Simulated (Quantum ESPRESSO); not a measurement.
The system is BN.

```
N B
1.0
     0.00000    1.81300    1.81300
     1.81300    0.00000    1.81300
     1.81300    1.81300    0.00000
N B
1 1
Direct
  0.25000 0.25000 0.25000
  0.00000 0.00000 0.00000
```

The cell is a database's computed one.

| Property | Result |
| --- | --- |
| Program | Quantum ESPRESSO 7.5 |
| Task | phonons |
| Functional | AM05 |
| Potentials or basis | PseudoDojo 0.4.1 SR PBE standard |
| Cutoff | 1143 eV |
| Density cutoff | 4572 eV |
| k mesh | 8 × 8 × 8, shifted |
| Occupations | fermi-dirac, width 0.05 eV |
| Spin | no spin polarisation |
| Mixing beta | 0.5 |
| Most SCF iterations | 120 |
| SCF threshold | 4e-10 Ry |

The cell and the atoms were relaxed first, to 5.86 Å³/atom (a = 2.549 Å, b = 2.549 Å, c = 2.549 Å, α = 60.00°, β = 60.00°, γ = 60.00°), and the response was taken there.

The first run showed a gap, so the response started from a second, tighter run with fixed occupations.

Q: How polar is the lattice: what are the Born charges, the two dielectric constants and the LO-TO splitting?

A: Born charges ±1.89 e; dielectric constants 4.58 (electrons alone) and 6.80 (static); transverse and longitudinal modes at 1053 and 1283 cm⁻¹.

Caveat: the potentials were made for another functional, which shifts forces and pressure.
